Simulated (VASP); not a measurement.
Wanted: the native input for a VASP 6.6.1 run.

* Task: single point
* Functional: PBEsol
* Potentials or basis: VASP PAW PBE potentials, release 64 (Cs_sv, Br)
* Cutoff: 520 eV
* k mesh: 6 × 6 × 6
* Occupations: gaussian, width 0.02 eV
* Spin: no spin polarisation
* Dipole correction: no
* Further INCAR settings: ALGO = Normal; EDIFF = 1e-07; NBANDS = 15

The structure of CsBr lies in POSCAR:

```
CsBr
1.0
    4.2402091192      0.0000000000      0.0000000000
    0.0000000000      4.2402091192      0.0000000000
    0.0000000000      0.0000000000      4.2402091192
Cs Br
1 1
Direct
    0.0000000000      0.0000000000      0.0000000000
    0.5000000000      0.5000000000      0.5000000000
```

The input as run:

INCAR

```
SYSTEM = CsBr
PREC = Accurate
ENCUT = 520
EDIFF = 1E-7
ISMEAR = 0
SIGMA = 0.02
LREAL = .False.
LASPH = .True.
NELM = 80
ALGO = Normal
ISIF = 2
LWAVE = .False.
LCHARG = .False.
GGA = PS
NBANDS = 15
```

KPOINTS

```
regular mesh
0
Gamma
  6 6 6
  0 0 0
```

Potentials or basis: VASP PAW PBE potentials, release 64 (Cs_sv, Br).

Launch:

```sh
$ cat potpaw_PBE.64/Cs_sv/POTCAR potpaw_PBE.64/Br/POTCAR > POTCAR
$ mpirun -np 1 vasp_std > vasp.out
```

Results of the run:

The pressure is 0.1 GPa. The band gap on the k mesh is 4.44 eV, direct.

Caveat: the PAW data sets were made with another functional, which shifts forces and pressure a little; spin-orbit coupling is left out, which moves the levels of the heavy elements.

Run time: 11 s on 1 thread of AMD EPYC 9R45 96-Core Processor (Zen 5) (shared host), peak memory 0.15 GiB.
